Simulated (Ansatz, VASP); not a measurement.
NaCl in VASP and in Ansatz

```xyz
2
Lattice="0.0000 2.8471 2.8471 2.8471 0.0000 2.8471 2.8471 2.8471 0.0000" Properties=species:S:1:pos:R:3 pbc="T T T"
Na    0.0000    0.0000    0.0000
Cl    2.8471    2.8471    2.8471
```

Alike in both runs: task relaxation of cell and atoms; functional LDA; k mesh 8 × 8 × 8; occupations gaussian, width 0.02 eV; no spin polarisation.

|  | VASP | Ansatz |
| --- | --- | --- |
| version | VASP 6.6.1 | Ansatz 0.2.0 |
| potentials or method | VASP PAW LDA potentials, release 64 (Na_pv, Cl) | scalar-relativistic, plane waves, PAW |
| plane-wave cutoff (eV) | 600 | 420 |
| valence electrons in the cell | 14 | 16 |

Ansatz gave:

| Property | Result |
| --- | --- |
| gap on the k mesh at the Fermi level, each at its own relaxed structure (eV) | 5.08 |
| relaxed volume (Å³/atom) | 20.39 |
| relaxed cell length with the largest relative difference (Å) | 3.863 |
| energy change over the relaxation (meV/atom) | -28 |

Question: Estimate VASP's values.

Answer: gap on the k mesh at the Fermi level, each at its own relaxed structure (eV): 5.07; relaxed volume (Å³/atom): 20.44; relaxed cell length with the largest relative difference (Å): 3.867; energy change over the relaxation (meV/atom): -28.

The two sets of potentials don't hold the same shells in valence.

A hybrid or GW would open this gap; LDA tends to underestimate it. LDA usually gives volumes a few per cent too small. Zero-point motion and thermal expansion aren't in these numbers.
